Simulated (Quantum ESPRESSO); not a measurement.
**Ni: phonons at U under several settings**

```
Ni
1.0
     0.00000    1.73757    1.73757
     1.73757    0.00000    1.73757
     1.73757    1.73757    0.00000
Ni
1
Direct
  0.00000 0.00000 0.00000
```

All runs used Quantum ESPRESSO 7.5; k mesh 11 × 11 × 11; relaxed cell; collinear spin, ferromagnetic start; cutoff 612 eV; occupations cold, width 0.2 eV.

```csv
level,potentials,volume (Å³/atom),pressure (GPa),frequencies (cm⁻¹)
LDA,GBRV 1.5 LDA,10.03,-0.3,215 279 299
PBE,GBRV 1.5 PBE,?,0.4,?
PBEsol,GBRV 1.5 PBEsol,10.36,-0.1,218 279 293
RPBE,GBRV 1.5 PBE,11.12,0.8,218 282 283
AM05,GBRV 1.5 PBE,10.29,-0.1,386 422 432
WC,GBRV 1.5 PBE,10.40,-0.1,218 279 292
```

Question: What stands in the row left open?

Answer: Volume 10.83 Å³/atom; frequencies 217 280 285 cm⁻¹.

Caveats: the mesh is thin for the phonons of a metal; the q point doesn't lie on the k mesh, which can shift a metal's frequencies strongly unless the mesh is converged; the potentials were made for another functional, which shifts forces and pressure (some runs).

For the row left open. Caveat: the mesh is thin for the phonons of a metal; the q point doesn't lie on the k mesh, which can shift a metal's frequencies strongly unless the mesh is converged.
